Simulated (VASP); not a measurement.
Input of a VASP 6.6.1 run:

File INCAR:

```
PREC     = Accurate       # precision mode
ENCUT    = 400            # plane-wave cutoff, eV
EDIFF    = 1E-7           # SCF threshold, eV
ISMEAR   = 0              # smearing method
SIGMA    = 0.01           # smearing width, eV
LREAL    = F              # projectors in reciprocal space
LASPH    = T              # aspherical terms in the spheres
NELM     = 60             # most SCF steps
ALGO     = Normal         # electronic algorithm
ISIF     = 2              # what is computed and relaxed
LWAVE    = F              # write WAVECAR
LCHARG   = T              # write CHGCAR
GGA      = CX             # functional
LUSE_VDW = T            
AGGAC    = 0.0          
LELF     = T              # ELF
```

KPOINTS

```
Automatic mesh
0
Gamma
  10 10 6
```

The input POSCAR:

```
Ta2N
1.0
    3.1128615060      0.0000000000      0.0000000000
   -1.5564307530      2.6958171426      0.0000000000
    0.0000000000      0.0000000000      4.8698410000
Ta N
2 1
Direct
    0.3333333333      0.6666666667      0.2547110000
    0.6666666667      0.3333333333      0.7452890000
    0.0000000000      0.0000000000      0.0000000000
```

Potentials or basis: VASP PAW PBE potentials, release 64 (Ta_pv, N_s).

The run is started by

```sh
$ cat potpaw_PBE.64/Ta_pv/POTCAR potpaw_PBE.64/N_s/POTCAR > POTCAR
$ mpirun -np 1 vasp_std > vasp.out
```

Task: Predict the band gap on the k mesh.

Result: None (metal or under the smearing width).

Task: Predict the largest force.

Result: 0.023 eV/Å.

Task: Predict the pressure.

Result: -6.8 GPa.

Stress tensor (GPa, compression positive):
```
-7.39  0.00  0.00
 0.00 -7.39  0.00
 0.00  0.00 -5.64
```

Caveat: the PAW data sets were made with another functional, which shifts forces and pressure a little. The run has no spin-orbit coupling, so splittings on Ta are missing.
